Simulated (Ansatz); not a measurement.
# Rocksalt alloy of MgO and ZnO (2 of 32 Mg sites exchanged), 64 atoms

Ansatz, PAW, plane waves. PBEsol relaxation of volume and atoms (shape held) at the single k point (¼, ¼, ¼) without its symmetry partners; single points on the relaxed atoms at the Γ point alone, onto which points of the small cell's zone fold. Arrangement: random. No spin–orbit coupling unless named.

Relaxed structure:

```xyz
64
Lattice="8.4349 0.0000 0.0000 0.0000 8.4349 0.0000 0.0000 0.0000 8.4349" Properties=species:S:1:pos:R:3 pbc="T T T"
O     2.1095    0.0255    0.0040
O     2.1090    0.0034    4.2172
O     2.1084    4.1936    0.0028
O     2.1094    4.2159    4.2172
O     6.3300    0.0031    0.0030
O     6.3303    0.0030    4.2170
O     6.3300    4.2157    0.0032
O     6.3302    4.2160    4.2168
O     0.0003    2.1088    8.4141
O     0.0026    2.1100    4.2412
O     8.4150    6.3263    8.4346
O     0.0015    6.3271    4.2193
O     4.2202    2.1097    0.0007
O     4.2203    2.1096    4.2198
O     4.2419    6.3275    0.0017
O     4.2206    6.3271    4.2194
O     0.0037    8.4111    2.1076
O     0.0040    8.4331    6.3292
O     0.0047    4.2429    2.1086
O     0.0037    4.2205    6.3293
O     4.2181    8.4334    2.1086
O     4.2177    8.4335    6.3293
O     4.2180    4.2208    2.1084
O     4.2179    4.2205    6.3295
O     2.1330    2.1102    2.1119
O     2.1117    2.1094    6.3270
O     2.1128    6.3276    2.1322
O     2.1105    6.3264    6.3052
O     6.3061    2.1091    2.1097
O     6.3274    2.1094    6.3270
O     6.3278    6.3269    2.1108
O     6.3277    6.3269    6.3267
Mg    0.0037    0.0006    0.0028
Mg    0.0029    0.0019    4.2171
Mg    0.0035    4.2181    0.0029
Mg    0.0030    4.2173    4.2172
Mg    4.2179    8.4348    0.0023
Mg    4.2191    0.0009    4.2183
Mg    4.2180    4.2193    0.0021
Mg    4.2192    4.2183    4.2183
Mg    2.1094    2.1097    0.0028
Mg    2.1093    2.1097    4.2173
Mg    2.1105    6.3271    4.2183
Mg    6.3297    2.1093    0.0029
Mg    6.3300    2.1094    4.2173
Mg    6.3289    6.3269    0.0019
Mg    6.3291    6.3270    4.2182
Mg    2.1093    0.0011    2.1086
Mg    2.1103    8.4347    6.3293
Mg    2.1095    4.2184    2.1086
Mg    2.1101    4.2191    6.3292
Mg    6.3300    0.0017    2.1093
Mg    6.3289    0.0007    6.3282
Mg    6.3300    4.2172    2.1096
Mg    6.3290    4.2182    6.3282
Mg    0.0027    2.1094    6.3281
Mg    0.0040    6.3270    2.1084
Mg    0.0037    6.3268    6.3289
Mg    4.2192    2.1096    2.1096
Mg    4.2190    2.1095    6.3282
Mg    4.2184    6.3273    2.1089
Mg    4.2180    6.3269    6.3293
Zn    2.1102    6.3269    0.0023
Zn    0.0031    2.1096    2.1091
```

(1) What are the mean bond lengths by pair (pairs within 1.2 times the sum of covalent radii, less contacts 15 % beyond the pair's median; cation–cation pairs of compounds aside; long ionic contacts are cut short by that bound)?

(2) What gap lies between the top filled and the lowest empty level in the single points?

## Answers

(1) Mg–O 2.107 ± 0.006 Å (standard deviation, 180 bonds); O–Zn 2.132 ± 0.001 Å (standard deviation, 12 bonds).

(2) HSE06 6.20 eV (7.7 s on NVIDIA GB200).
